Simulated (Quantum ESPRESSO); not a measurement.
Input of a Quantum ESPRESSO 7.5 run:

File pw.in:

```
&CONTROL
  calculation = 'scf'
  prefix = 'pwscf'
  outdir = './tmp'
  pseudo_dir = './pseudo'
  tprnfor = .true.
  tstress = .true.
  disk_io = 'nowf'
/
&SYSTEM
  ibrav = 0
  nat = 2
  ntyp = 2
  ecutwfc = 90
  nbnd = 14
  input_dft = 'revpbe'
  occupations = 'smearing'
  smearing = 'fd'
  degauss = 0.01469973
  vdw_corr = 'grimme-d3'
  dftd3_version = 4
/
&ELECTRONS
  conv_thr = 4d-10
  electron_maxstep = 120
  mixing_beta = 0.5
/
ATOMIC_SPECIES
Rb    85.4678 Rb.upf
Br    79.9040 Br.upf
CELL_PARAMETERS bohr
   0.1339353406    6.4158101106    6.3482258132
   6.5645478649    0.1776651716    6.3044959822
   6.7982642409    6.6057966745   -0.0560512044
ATOMIC_POSITIONS bohr
Rb     6.8054623638    6.6308459840   -0.0047488552
Br     6.7411756004    6.5745866689    6.2470329463
K_POINTS automatic
7 7 7 0 0 0
```

Potentials or basis: PseudoDojo 0.5 SR PBE standard.

The run is started by

```bash
$ OMP_NUM_THREADS=1 pw.x -in pw.in > pw.out
```

(1) Predict the pressure.

(2) What does it give for the largest force?

(3) What does it give for the band gap on the k mesh?

## Answers

(1) 0.8 GPa.

(2) 0.102 eV/Å.

(3) 4.62 eV, direct.

Caveat: the potentials were made for another functional, which shifts forces and pressure; an odd mesh through Γ misses points on the zone boundary, where band edges often lie.
